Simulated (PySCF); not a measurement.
C6H7N.
Atom-mapped SMILES: `[NH2:1][c:2]1[cH:3][cH:4][cH:5][cH:6][cH:7]1` (hydrogens: H8, H9 on N1; H10 on C3; H11 on C4; H12 on C5; H13 on C6; H14 on C7)

The geometry is computed with GFN2-xTB (gas phase).

Problem. List the bond lengths and angles at this level.

Solution. 
| bond | length (pm) |
| --- | --- |
| N1–C2 | 138.2 |
| C2–C3, C2–C7 | 139.5 |
| C3–C4, C6–C7 | 138.1 |
| C4–C5, C5–C6 | 138.5 |
| N1–H8, N1–H9 | 100.7 |
| C3–H10, C7–H14 | 108.1 |
| C4–H11, C6–H13 | 108.1 |
| C5–H12 | 107.9 |

Bonds in one row agree within 1 pm and their mean is given. A selection of angles:
| angle | degrees |
| --- | --- |
| C2–N1–H8 | 116.2 |
| H8–N1–H9 | 114.5 |
| N1–C2–C3 | 120.6 |
| C3–C2–C7 | 118.8 |
| C2–C3–C4 | 120.4 |
| C2–C3–H10 | 119.2 |
| C4–C3–H10 | 120.4 |
| C3–C4–C5 | 120.5 |
| C3–C4–H11 | 119.6 |
| C5–C4–H11 | 120.0 |
| C4–C5–C6 | 119.4 |
| C4–C5–H12 | 120.3 |

The 7 heavy atoms lie in one plane (0.018 Å rms). N1 (aniline-type nitrogen) is pyramidal (angles 116.3°, 116.2° and 114.5°, sum 346.9°, 0.23 Å off the plane of its three neighbours). The 6-membered ring C2–C3–C4–C5–C6–C7 has internal angles of 118.8° to 120.5° (sum 720°, against 720° for a flat polygon); it is planar, 0.00 Å rms from its mean plane, widest ring torsion 0°. Of the pairs four or more bonds apart, H8···H14 is among the closest relative to their van der Waals radii: 2.40 Å, 100 % of the sum of Bondi's values.

Point group: Cs (every atom within 0.08 Å of its image). GFN2-xTB frequencies: not computed here.
